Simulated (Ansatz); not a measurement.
## Preparing HfO2 (P2_1/c) as a host crystal

Before any defect goes in: HfO2 (P2_1/c) at rest, and how it screens a charge.

Main program and level: Ansatz 0.2.0; plane-wave PAW DFT, r2SCAN; relaxation of the host's cell and atoms; PAW set soft_1, in the first sound run; inputs show where later runs differ.

## Step 1: Set-up

It takes space group P2_1/c (No. 14, monoclinic). The conventional cell has a = 5.094 Å, b = 5.151 Å, c = 5.276 Å, α = 90.00°, β = 99.56°, γ = 90.00°. Nearest to Hf lie 7 O at 2.03 to 2.24 Å. O has 4 Hf at 2.13 to 2.24 Å nearest. Nearest to O lie 3 Hf at 2.03 to 2.13 Å. Farther neighbours and most contacts between anions are not listed.

## Step 2: Host cell relaxation

Cell and atoms are relaxed together, until forces and stress fall under their thresholds.

Input file cell/input.yaml:

```yaml
crystal:
  lattice:
    - [5.094175, 0.0, 0.0]
    - [0.0, 5.1506447, 0.0]
    - [-0.876169, 0.0, 5.2029535]
  atoms:
    - { symbol: Hf, position: [0.27613578, 0.45806468, 0.70790733] }
    - { symbol: Hf, position: [0.72386422, 0.95806468, 0.79209267] }
    - { symbol: Hf, position: [0.72386422, 0.54193532, 0.29209267] }
    - { symbol: Hf, position: [0.27613578, 0.04193532, 0.20790733] }
    - { symbol: O, position: [0.44799782, 0.74252595, 0.97857799] }
    - { symbol: O, position: [0.55200218, 0.24252595, 0.52142201] }
    - { symbol: O, position: [0.55200218, 0.25747405, 0.02142201] }
    - { symbol: O, position: [0.44799782, 0.75747405, 0.47857799] }
    - { symbol: O, position: [0.06836078, 0.33075888, 0.34625278] }
    - { symbol: O, position: [0.93163922, 0.83075888, 0.15374722] }
    - { symbol: O, position: [0.93163922, 0.66924112, 0.65374722] }
    - { symbol: O, position: [0.06836078, 0.16924112, 0.84625278] }
basis:
  ecutwfc: 500
  xc_grid: 2
hamiltonian:
  xc: r2scan
  pseudopotentials: { kind: paw, azcp: { folder: soft_1 } }
kpoints:
  mp_grid: { grid: [6, 6, 6] }
scf:
  occupations: { method: fixed }
  max_iter: 100
relax:
  f_tol: 0.005
  max_steps: 60
  cell: {}
output:
  forces: true
  stress: true
checkpoint:
  write: "../cell.run"
  compress: false
  write_wavefunctions: false
  write_every: 100000
```

Started as:

```
$ ansatz run input.yaml --threads 32 --pin off --max-ram 131891MiB --backend cuda --events-out ev --progress --plain --runs-dir out
```

Numbers of over 12 decimals in the logs are rounded to 6 here.

The log of the run:

```text
[... repeated set-up lines and file paths are left out, and long positions are rounded to six places ...]
Engine: ansatz 0.2.0, aarch64-unknown-linux-gnu
Pseudopotentials: kind: paw
Pseudopotential: Hf, paw, valence charge 26, recommended cutoff 500 eV (meta_gga), soft_1/Hf.paw.azcp
Pseudopotential: O, paw, valence charge 6, recommended cutoff 500 eV (meta_gga), soft_1/O.paw.azcp
Functional definition: r2SCAN
  parameter k0 = 0.174
  parameter k1 = 0.065
  parameter a1 = 4.9479
  exchange = r2scan_x(k0 = k0, k1 = k1, a1 = a1)
  correlation = r2scan_c
[...]
Crystal: 12 atoms, lattice volume = 136.517 Å³
Basis set: ecut = 500 eV, 3489 PW (Γ), exchange–correlation on 80×80×80 points (8 copies of the dense FFT grid, shifted against one another)
Bands: 92, of which v1, the nominal top of the filled ones, is band 76 counted from 1 (75 counted from 0)
Symmetry: 4 space group operations
Space group: P21/c (ITA 14), of the structure as read, at distance tolerance 5.1e-5 Å
k-points: 80 of 216
Non-local potential: Hf, projectors of the file, l = 0: 3, l = 1: 2, l = 2: 2, l = 3: 3
Non-local potential: O, projectors of the file, l = 0: 2, l = 1: 2, l = 2: 1
PAW form: soft (Blöchl's): semilocal exchange-correlation on the pseudo side does not see the compensation charge
PAW frozen core: Hf, regenerated for the run's functional (the file was generated under x = pbe(κ = 0.804, μ = 0.219515), c = pbe(β = 0.066725))
PAW frozen core: O, regenerated for the run's functional (the file was generated under x = pbe(κ = 0.804, μ = 0.219515), c = pbe(β = 0.066725))
PAW one-centre angular grid: Hf, 974 points (default); XC on 224 Gauss nodes
PAW one-centre angular grid: O, 302 points (default); XC on 160 Gauss nodes
Initial density: superposition of atomic densities (chi_scale 0.1, normalization cell, long waves kept (reshape's long-wave potential 0.02 eV rms))
Initial wavefunctions: pseudopotential atomic-orbital guess
[...]
Functional: x = r2scan, c = r2scan; τ floored in thin density (d = 2e-4 eV/Å³)
SCF iter   1: F=—  HF=-67509.811983 eV  |Δ(HF+E_count)|=         —  Δρ=8.95e-2  dr2=8.56e0  dr2_τ=6.82e-1  Hψ=20890
preconditioner: auto → Resta (q_TF=auto, 2.778 Å⁻¹)  ε∞=4.5  [insulator: Δε(μ)=3.808 eV  Ē_g=20.262 eV  n_scr=48 (ndim 8)  ℏωp=38.1 eV  f_vac=0.007  ε∞_Penn≈4.5]
SCF iter   2: F=—  HF=-67508.844637 eV  |Δ(HF+E_count)|=   9.67e-1  Δρ=4.52e-2  dr2=2.42e0  dr2_τ=1.63e-1  Hψ=14689
[...]
SCF iter  11: F=-67508.610041 eV  HF=-67508.610041 eV  |Δ(HF+E_count)|=   6.67e-8  Δρ=3.16e-6  dr2=9.65e-9  dr2_τ=1.59e-9  Hψ=25924
SCF 1 converged in 11 iterations: F = -67508.610041 eV  dr2 = 9.65e-9
  greatest PAW one-centre occupation: 0.999 electrons in one spin orbital (limit 2), on the Hf atom at site 1 (counted from 0), in its partial waves of l = 3
relax step   1: F+E_penalty+E_count = -67508.61004110 eV  Δ(F+E_penalty+E_count) = +0.000e0 eV  max|allowed force component| = 8.328e-2 eV/Å  Δτ_max = 0.0000 Å  P = +3.856 GPa  Ω = 136.517 Å³  (11 SCF iters, dr2 threshold 1.00e-7 eV, accepted)
[... the SCF cycles and remarks between the steps are left out from here to the last step ...]
relax step   2: F+E_penalty+E_count = -67508.63164200 eV  Δ(F+E_penalty+E_count) = -2.160e-2 eV  max|allowed force component| = 2.830e-2 eV/Å  Δτ_max = 0.0036 Å  P = -0.763 GPa  Ω = 138.987 Å³  energy of the carried Pulay correction = -1.564e-3 eV  (7 SCF iters, dr2 threshold 1.20e-6 eV, accepted)
relax step   3: F+E_penalty+E_count = -67508.63301022 eV  Δ(F+E_penalty+E_count) = -1.368e-3 eV  max|allowed force component| = 2.207e-2 eV/Å  Δτ_max = 0.0031 Å  P = -0.063 GPa  Ω = 138.565 Å³  energy of the carried Pulay correction = -1.299e-3 eV  (5 SCF iters, dr2 threshold 1.20e-6 eV, accepted)
relax step   4: F+E_penalty+E_count = -67508.63325558 eV  Δ(F+E_penalty+E_count) = -2.454e-4 eV  max|allowed force component| = 7.352e-3 eV/Å  Δτ_max = 0.0014 Å  P = +0.052 GPa  Ω = 138.513 Å³  energy of the carried Pulay correction = -1.267e-3 eV  (5 SCF iters, dr2 threshold 1.24e-7 eV, accepted)
relax step   5: F+E_penalty+E_count = -67508.63340378 eV  Δ(F+E_penalty+E_count) = -1.482e-4 eV  max|allowed force component| = 6.172e-3 eV/Å  Δτ_max = 0.0054 Å  P = +0.030 GPa  Ω = 138.496 Å³  energy of the carried Pulay correction = -1.256e-3 eV  (6 SCF iters, dr2 threshold 2.52e-8 eV, accepted)
relax step   6: F+E_penalty+E_count = -67508.63358462 eV  Δ(F+E_penalty+E_count) = -1.808e-4 eV  max|allowed force component| = 1.846e-3 eV/Å  Δτ_max = 0.0097 Å  P = -0.003 GPa  Ω = 138.457 Å³  energy of the carried Pulay correction = -1.231e-3 eV  (7 SCF iters, dr2 threshold 8.54e-9 eV, accepted)
[...]
iter 1 solved again at ethr=2.71e-8 eV; its pass at ethr=3.10e-3 eV (dr2=4.12e-5 eV) is discarded
SCF iter   1: F=—  HF=-67508.634137 eV  |Δ(HF+E_count)|=         —  Δρ=6.46e-5  dr2=3.37e-7  dr2_τ=1.10e-6  Hψ=46508
[...]
SCF iter   2: F=—  HF=-67508.634750 eV  |Δ(HF+E_count)|=   6.13e-4  Δρ=3.33e-5  dr2=9.86e-8  dr2_τ=4.67e-7  Hψ=12273
SCF iter   3: F=—  HF=-67508.634752 eV  |Δ(HF+E_count)|=   1.89e-6  Δρ=5.43e-6  dr2=7.82e-9  dr2_τ=8.91e-9  Hψ=11358
SCF iter   4: F=—  HF=-67508.634752 eV  |Δ(HF+E_count)|=   2.29e-8  Δρ=1.00e-6  dr2=9.02e-10  dr2_τ=2.58e-10  Hψ=12638
SCF iter   5: F=—  HF=-67508.634752 eV  |Δ(HF+E_count)|=  3.35e-10  Δρ=4.41e-7  dr2=1.49e-10  dr2_τ=6.62e-11  Hψ=13587
SCF iter   6: F=-67508.634752 eV  HF=-67508.634752 eV  |Δ(HF+E_count)|=  2.47e-10  Δρ=2.38e-7  dr2=6.05e-11  dr2_τ=7.27e-12  Hψ=33236
SCF 7 converged in 6 iterations: F = -67508.634752 eV  dr2 = 6.05e-11
relax step   7: F+E_penalty+E_count = -67508.63475212 eV  Δ(F+E_penalty+E_count) = -1.167e-3 eV  max|allowed force component| = 1.858e-3 eV/Å  Δτ_max = 0.0000 Å  P = -0.010 GPa  Ω = 138.457 Å³  stress off target by 2.40e-2 GPa  SCF on the basis re-selected at this cell (its energy is not comparable with the rows above)  (6 SCF iters)
basis re-selected at this cell: Δ(F+E_penalty+E_count) = -1.167e-3 eV, ΔP = -0.008 GPa vs the last step (what re-selecting the basis moved, of the pressure what is left beyond the Pulay correction that the steps carried, after the strain that the cell walked [...]
SCF converged after 6 iterations
Free energy (F): -67508.634752 eV
Harris-Foulkes:  -67508.634752 eV  (|F-HF|=1.46e-11)
Internal energy: -67508.634752 eV  (E = F + TS)
E sigma→0 (E₀):  -67508.634752 eV
Fermi energy:    12.593726 eV
--- Per-component energies (eV) ---
  E_band       = -281.798795
  E_kinetic    = 2982.557633
  E_local      = -29581.005669  (includes V_loc(G=0)·N_el)
  E_nonlocal   = 659.181996
  E_hartree    = 14063.594500
  E_xc         = -1578.985213
  E_vxc        = -1943.338305  (∫ρ·V_xc dr)
  E_paw        = -32213.066501  (= ΣΔE_a)
  E_vpaw       = -633.930830  (= ΣTr[D̂ρ^β])
  E_aug_tail   = 0.002523  (compensation charges beyond the density's cutoff)
  E_vtau       = 107.544835  (kinetic-family band-sum trace: ∫τ·v_τ [+ j·A + Jᵃ·Aᵃ] dr)
  E_ewald      = -21841.944708
  E_core_change = 1.030687  (= ΣΔE_core)
  E_smearing   = -0.000000  (= −TS)
  E_closure    = -0.000000  (closes the sum)
  Σ components = -67508.634752   (vs F -67508.634752, Δ=0.00e0)
--- Forces (eV/Å), atoms counted from 1 ---
  atom   1  Hf     0.00116126    -0.00064628     0.00007925
  atom   2  Hf    -0.00116126    -0.00064628    -0.00007925
  atom   3  Hf    -0.00116126     0.00064628    -0.00007925
  atom   4  Hf     0.00116126     0.00064628     0.00007925
  atom   5  O      0.00005396    -0.00060932    -0.00029508
  atom   6  O     -0.00005396    -0.00060932     0.00029508
  [... 6 more lines of this table ...]
  max |Σ_I F_I| component: 4.34e-19 eV/Å
--- Stress (GPa, compression-positive) ---
       -0.018105       0.000000      -0.008184
        0.000000      -0.000043       0.000000
       -0.008172       0.000000      -0.012551
  P = ⅓ Tr σ = -0.0102 GPa (-0.102 kbar)
--- Band table (eV; the first three rows and the last of 80) ---
  k-point 0: bands = ["-49.3751", "-49.3545", "-49.3513", "-49.3505", "-17.7686", "-17.7371", "-17.7138", "-17.5115", "-17.4375", [... rest cut ...]
  k-point 1: bands = ["-49.3737", "-49.3555", "-49.3513", "-49.3509", "-17.7500", "-17.7080", "-17.6994", "-17.5303", "-17.4590", [... rest cut ...]
--- Relaxed structure (6 steps of the walk, 6 accepted, 1 SCFs on fresh bases) ---
  F+E_penalty+E_count = -67508.63475212 eV   max|allowed force component| = 1.858e-3 eV/Å   (the final SCF, on the basis selected at the relaxed cell)
  cell:  # Å, volume = 138.4568 Å³
    - [5.114725, 0.0, 0.00439096]
    - [0.0, 5.181314, 0.0]
    - [-0.875219, 0.0, 5.223838]
  atoms:
    - { symbol: Hf, position: [0.276177, 0.458173, 0.708261] }
    - { symbol: Hf, position: [0.723823, 0.958173, 0.791739] }
    - { symbol: Hf, position: [0.723823, 0.541827, 0.291739] }
    - { symbol: Hf, position: [0.276177, 0.041827, 0.208261] }
    - { symbol: O, position: [0.447997, 0.742372, 0.978422] }
    - { symbol: O, position: [0.552003, 0.242372, 0.521578] }
  [... 6 more lines of this table ...]
```

Run time: 6.6 s. Hardware: 1 × NVIDIA GB200 with 32 threads of Arm Neoverse V2, shared host; peak memory 1.2 GiB; 30 s of CPU time.

Relaxation path:

| step | energy less that of the first step (eV) | largest force component (eV/Å) | pressure (GPa) | volume (Å³) |
| --- | --- | --- | --- | --- |
| 1 | 0.0000 | 0.0833 | 3.86 | 136.52 |
| 2 | -0.0216 | 0.0283 | -0.76 | 138.99 |
| 3 | -0.0230 | 0.0221 | -0.06 | 138.56 |
| 4 | -0.0232 | 0.0074 | 0.05 | 138.51 |
| 5 | -0.0234 | 0.0062 | 0.03 | 138.50 |
| 6 | -0.0235 | 0.0018 | 0.00 | 138.46 |
| 7* | -0.0247 | 0.0019 | -0.01 | 138.46 |

Relaxation steps marked * repeat the geometry before them on a plane-wave basis chosen anew for their cell, so energy and pressure can jump there.

The run keeps the 4 symmetry operations that it works with, so distortions that break them were not tested.

| cell as run | before | after | change |
| --- | --- | --- | --- |
| a (Å) | 5.094 | 5.115 | +0.4 % |
| b (Å) | 5.151 | 5.181 | +0.6 % |
| c (Å) | 5.276 | 5.297 | +0.4 % |
| β (°) | 99.56 | 99.46 | -0.1 % |
| volume (Å³/atom) | 11.38 | 11.54 | +1.4 % |

The atoms that moved most (Å, as changes of fractional coordinates times the final cell):

| atom | dx | dy | dz | length |
| --- | --- | --- | --- | --- |
| O9 | 0.010 | 0.014 | -0.010 | 0.020 |
| O10 | -0.010 | 0.014 | 0.010 | 0.020 |
| O12 | 0.010 | -0.014 | -0.010 | 0.020 |
| O11 | -0.010 | -0.014 | 0.010 | 0.020 |

Numbers from this step:

```
pressure : -0.01023 GPa
```

The relaxation ends with a largest force component of 0.0019 eV/Å and a pressure of -0.01 GPa.

## Step 3: Dielectric tensors of the host

The response to a uniform electric field gives the electronic dielectric tensor.

This step: plane-wave PAW DFPT, PBEsol; dielectric tensors, Born charges and zone-centre modes of the host; PAW set soft_1 (Ansatz 0.2.0).

Input file eps/input.yaml:

```yaml
crystal:
  lattice:
    - [5.1147252449, 0.0, 0.0043909604]
    - [0.0, 5.1813143374, 0.0]
    - [-0.8752188019, 0.0, 5.2238375711]
  atoms:
    - { symbol: Hf, position: [0.2761773384, 0.4581728403, 0.7082614185] }
    - { symbol: Hf, position: [0.7238226616, 0.9581728403, 0.7917385815] }
    - { symbol: Hf, position: [0.7238226616, 0.5418271597, 0.2917385815] }
    - { symbol: Hf, position: [0.2761773384, 0.0418271597, 0.2082614185] }
    - { symbol: O, position: [0.4479969725, 0.7423715742, 0.9784219222] }
    - { symbol: O, position: [0.5520030275, 0.2423715742, 0.5215780778] }
    - { symbol: O, position: [0.5520030275, 0.2576284258, 0.0215780778] }
    - { symbol: O, position: [0.4479969725, 0.7576284258, 0.4784219222] }
    - { symbol: O, position: [0.0699426689, 0.3334753591, 0.3442632163] }
    - { symbol: O, position: [0.9300573311, 0.8334753591, 0.1557367837] }
    - { symbol: O, position: [0.9300573311, 0.6665246409, 0.6557367837] }
    - { symbol: O, position: [0.0699426689, 0.1665246409, 0.8442632163] }
basis:
  ecutwfc: 420
hamiltonian:
  xc: pbesol
  pseudopotentials: { kind: paw, azcp: { folder: soft_1 }, xc_functional: pbe }
kpoints:
  mp_grid: { grid: [5, 5, 5] }
scf:
  occupations: { method: fixed }
  max_iter: 100
phonons:
  method: dfpt
  dielectric: true
  rigid_motions: translations
```

The log of the run:

```text
[...]
Crystal: 12 atoms, lattice volume = 138.457 Å³
Basis set: ecut = 420 eV, 2703 PW (Γ), exchange–correlation on 72×72×72 points (8 copies of the dense FFT grid, shifted against one another)
Bands: 92, of which v1, the nominal top of the filled ones, is band 76 counted from 1 (75 counted from 0)
Symmetry: 4 space group operations
k-points: 63 of 125 (irreducible under 1 space group operation, time reversal used)
[...]
SCF iter   1: F=—  HF=-66907.247310 eV  |Δ(HF+E_count)|=         —  Δρ=9.31e-2  dr2=9.73e0  Hψ=16602
[...]
SCF iter   2: F=—  HF=-66905.007605 eV  |Δ(HF+E_count)|=    2.24e0  Δρ=4.13e-2  dr2=2.20e0  Hψ=11534
[...]
SCF iter  14: F=-66904.251193 eV  HF=-66904.251193 eV  |Δ(HF+E_count)|=  2.91e-11  Δρ=1.45e-7  dr2=2.06e-11  Hψ=42076
SCF 1 converged in 14 iterations: F = -66904.251193 eV  dr2 = 2.06e-11
[...]
the response reads at least the filled bands of the reference SCF and the lowest empty band at each k-point, and that SCF's band table does not vouch for those bands. The notice of the band table in this run's record says why
[...]
NSCF: frozen V_eff on 1 k-points
[...]
concurrent solve slots: 20 of 32 are kept, ahead of what memory takes: no pass of the eigensolver takes more rounds on 20
[...]
DFPT response loops at q = (0, 0, 0) (fractional): preconditioner auto → Resta (q_TF=auto, 2.771 Å⁻¹)  ε∞=3.9 (no band partly filled); β = 1.00, the filter's whole step (`scf.mixing.beta` (0.50) is not read by the response loops at its default; [...]
[...]
DFPT response loops at Γ: preconditioner auto → Resta (q_TF=auto, 2.771 Å⁻¹)  ε∞=3.9 (no band partly filled); β = 1.00, the filter's whole step (`scf.mixing.beta` (0.50) is not read by the response loops at its default; [...]
[...]
SCF 1 converged in 5 iterations: F = -66903.964366 eV  dr2 = 8.75e-8
[...]
SCF converged after 14 iterations
[...]
241.54      1             0.7977
        247.25      1             0.0000
        247.29      1            18.1994
        303.83      1            65.5842
        313.95      1             0.0000
        321.50      1            26.9193
        322.73      1             0.0000
        331.45      1            32.6768
        367.87      1             0.0000
        377.18      1            40.1051
        381.26      1             0.0000
        395.31      1            31.4854
        476.12      1             0.0000
        485.94      1            13.4648
        494.03      1            20.3908
        496.58      1             0.0000
        529.34      1             0.0000
        551.73      1             0.0000
        584.09      1            13.1376
        610.53      1             0.0000
        633.71      1             0.0428
        645.60      1             0.0000
        711.45      1            15.2501
        750.17      1             0.0000
  optical modes at Γ + LO–TO along q̂ = [1.0000, 0.0000, 0.0000]:
      ω (cm⁻¹)  modes    IR ((D/Å)²/amu)
        113.00      1             0.0000
        124.94      1             0.0000
        126.26      1             0.0725
        126.81      1             0.0000
        142.63      1             0.0000
        160.35      1             0.0000
        176.68      1             1.1864
        235.06      1             0.0000
        238.35      1             2.8120
        242.34      1             3.0668
        247.25      1             0.0000
        247.29      1            18.1994
        313.95      1             0.0000
        321.49      1            26.2678
        322.73      1             0.0000
        331.45      1            32.6768
[...]
optical modes at Γ + LO–TO along q̂ = [0.0000, 1.0000, 0.0000]:
      ω (cm⁻¹)  modes    IR ((D/Å)²/amu)
[...]
optical modes at Γ + LO–TO along q̂ = [0.0000, 0.0000, 1.0000]:
      ω (cm⁻¹)  modes    IR ((D/Å)²/amu)
[...]
485.94      1            13.4648
        487.28      1            19.8982
        496.58      1             0.0000
        529.34      1             0.0000
        551.73      1             0.0000
        584.09      1            13.1376
        610.53      1             0.0000
        626.61      1            77.2964
        633.71      1             0.0428
        645.60      1             0.0000
        713.69      1            17.6748
        750.17      1             0.0000
```

Run time: 18 s. Hardware: 1 × NVIDIA GB200 with 32 threads; peak memory 4.4 GiB; 3.5 min of CPU time.

In the SCF lines HF is the Harris–Foulkes energy and dr2 the Hartree energy of the density residual, in eV; the loop may stop once dr2 is under the threshold and the program's other checks hold. Hψ counts applications of the Hamiltonian.

Electronic dielectric tensor:

```
5.04 0.00 0.14
0.00 5.06 0.00
0.14 0.00 4.74
```

Static dielectric tensor:

```
21.35  0.00  1.58
 0.00 19.46  0.00
 1.58  0.00 15.71
```

The principal values of the electronic dielectric tensor are 4.68, 5.06 and 5.09. The principal values of the static dielectric tensor are 15.30, 19.46 and 21.76.

(Part 1 of 2 ends here.)

[Logs are printed without paths, hosts, clocks, repeated set-up lines and the standing remarks that a program may print on its own settings, such as how far it seeks lower states.]

[Hosts, paths, dates, database ids (printed as entryN), source tags and the programs' standing remarks are cut or masked in the printed files.]

[Runs of the host that timed out are not shown.]

[For some hosts the program warned that the k-mesh of the response run may be too coarse for force constants and the static dielectric constant; such warnings are not always shown.]
